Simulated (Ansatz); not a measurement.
What strain does to NaF (rocksalt)

NaF (rocksalt), relaxed with r2SCAN in the plane-wave code Ansatz. It is cubic, Fm-3m (No. 225); a = 4.594 Å in the conventional setting, 12.12 Å³ an atom. Around Na lie 6 F at 2.30 Å; around F lie 6 Na at 2.30 Å.

The axes x, y and z are those of this cell:
```xyz
2
Lattice="0.0000 2.2972 2.2972 2.2972 0.0000 2.2972 2.2972 2.2972 0.0000" Properties=species:S:1:pos:R:3 pbc="T T T"
Na    0.0000    0.0000    0.0000
F     2.2972    2.2972    2.2972
```

Unstrained: With PBE the gap is 6.456 eV and direct, at Γ. r2SCAN gives a direct gap of 7.282 eV at Γ. With HSE06 the gap is 8.635 eV and direct, at Γ. Meshes: PBE 10×10×10, r2SCAN 10×10×10, HSE06 6×6×6. Strains are changes of length per length. After each strain the atoms were relaxed again with r2SCAN within the symmetry that the strain leaves, so tilts or polar shifts that break it weren't tested; points keep the names that they have in the unstrained zone. Calculated for a static, non-magnetic cell.

Changes of the least gap in eV (an overlap counts as a negative gap):

| strain | volume change (%) | space group | PBE | r2SCAN | HSE06 | G0W0@PBE (mesh) | energy rise, r2SCAN (meV/atom) |
| --- | --- | --- | --- | --- | --- | --- | --- |
| epitaxial +2.5 % in the xy plane, free normal strain -0.90 % | +4.1 | I4/mmm | -0.222 | -0.232 | -0.248 | -0.27 | 5.6 |
| epitaxial +1.0 % in the xy plane, free normal strain -0.37 % | +1.6 | I4/mmm | -0.089 | -0.094 | -0.100 | -0.11 | 1.0 |
| uniaxial +5.0 % along x | +5.0 | I4/mmm | -0.268 | -0.279 | -0.303 | -0.34 | 9.0 |
| uniaxial +5.0 % along z | +5.0 | I4/mmm | -0.268 | -0.279 | -0.303 | -0.33 | 9.0 |
| uniaxial +3.0 % along [111] | +3.0 | R-3m | -0.193 | -0.201 | -0.210 | -0.24 | 3.1 |

Unstrained, G0W0@PBE with 101 empty bands, a screening cutoff of 150 eV and a 6×6×6 mesh gives 10.62 eV on its mesh; the band count follows the volume. G0W0 here is at a finite number of bands, screening cutoff and k mesh, not at the basis limit.

Epitaxial +2.5 % in the xy plane, free normal strain -0.90 %. HSE06: the gap goes from 8.635 to 8.387 eV (-0.248 eV). Stress change with r2SCAN, compression positive: xx -2.78, yy -2.78, zz 0.00 GPa.

Epitaxial +1.0 % in the xy plane, free normal strain -0.37 %. HSE06: the gap goes from 8.635 to 8.535 eV (-0.100 eV). Stress change with r2SCAN, compression positive: xx -1.24, yy -1.24, zz 0.00 GPa.

Uniaxial +5.0 % along x, other directions held. HSE06: the gap goes from 8.635 to 8.332 eV (-0.303 eV). Stress change with r2SCAN, compression positive: xx -4.26, yy -1.01, zz -1.01 GPa.

Uniaxial +5.0 % along z, other directions held. HSE06: the gap goes from 8.635 to 8.332 eV (-0.303 eV). Stress change with r2SCAN, compression positive: xx -1.01, yy -1.01, zz -4.26 GPa.

Uniaxial +3.0 % along [111], other directions held. HSE06: the gap goes from 8.635 to 8.425 eV (-0.210 eV); with r2SCAN the top three valence levels at Γ, degenerate before, become 2+1 from the top over 82 meV. Stress change with r2SCAN, compression positive: xx -1.51, yy -1.51, zz -1.51, xy -0.60, xz -0.60, yz -0.60 GPa.

The meshes of the hybrids are coarse, so their gaps aren't converged to the digits shown.

The splittings at Γ are without spin-orbit coupling, which regroups them where it is of like size or larger.
